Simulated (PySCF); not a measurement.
Compound: C₄H₉NO.
SMILES with atom numbers: `[CH2:1]1[CH2:2][O:3][CH2:4][CH2:5][NH:6]1` (hydrogens: H7, H8 on C1; H9, H10 on C2; H11, H12 on C4; H13, H14 on C5; H15 on N6)

Structure used (PBE0-D3(BJ)/def2-SVP), in Å, numbered top down from 1:
```xyz
15
C4H9NO angstrom
C     -1.2288    0.9027    0.1995
C     -1.3742   -0.4761   -0.4301
O     -0.2554   -0.7901   -1.2198
C      0.9400   -0.7479   -0.4826
C      1.1452    0.6235    0.1464
N      0.0086    1.0458    0.9460
H     -2.0868    1.1231    0.8549
H     -1.2342    1.6592   -0.6053
H     -1.5005   -1.2370    0.3717
H     -2.2576   -0.5306   -1.0852
H      0.9225   -1.5225    0.3158
H      1.7568   -1.0013   -1.1763
H      1.2903    1.3622   -0.6619
H      2.0590    0.6359    0.7622
H     -0.0385    0.4851    1.7959
```

Jobs on this species (15 atoms, 48 electrons) with PySCF (density fitting). Hardware of each: one thread of an Arm Neoverse V2, shared host. Times come from a shared host and carry two figures at best.

Problem. Rank these jobs by wall time, shortest first.
A. B3LYP/def2-TZVP; spin–spin couplings from 14 perturbed nuclei, spin–dipole term for 1 of them; 240 basis functions
B. B3LYP/6-31G-J; spin–spin couplings from 14 perturbed nuclei, spin–dipole term for 1 of them; 108 basis functions
C. PBE0-D3(BJ)/def2-SVP, grid level 1; geometry optimisation from a GFN2-xTB start; 129 basis functions

Solution. B (12 s), C (23 s), A (40 s).

All jobs:

| level and settings | work | basis functions | SCF cycles | wall time |
| --- | --- | --- | --- | --- |
| B3LYP/6-31G* | spin–spin couplings from 14 perturbed nuclei, spin–dipole term for 1 of them | 102 | 13 | 9.1 s |
| B3LYP/pcJ-0 | spin–spin couplings from 14 perturbed nuclei, spin–dipole term for 1 of them | 105 | 12 | 11 s |
| B3LYP/6-31G-J | spin–spin couplings from 14 perturbed nuclei, spin–dipole term for 1 of them | 108 | 13 | 12 s |
| PBE0-D3(BJ)/def2-SVP, grid level 1 | geometry optimisation from a GFN2-xTB start | 129 | 25 | 23 s |
| B3LYP/def2-TZVP | spin–spin couplings from 14 perturbed nuclei, spin–dipole term for 1 of them | 240 | 13 | 40 s |
| BHandHLYP/pcJ-1 | spin–spin couplings from 14 perturbed nuclei, spin–dipole term for 1 of them | 252 | 13 | 48 s |
| B3LYP/cc-pVTZ | spin–spin couplings from 14 perturbed nuclei, spin–dipole term for 1 of them | 306 | 13 | 50 s |

Problem. What do all jobs in the table cost together?

Solution. About 3.2 min; the longest takes about 26 % of that, and about 5.5 times as long as the shortest.
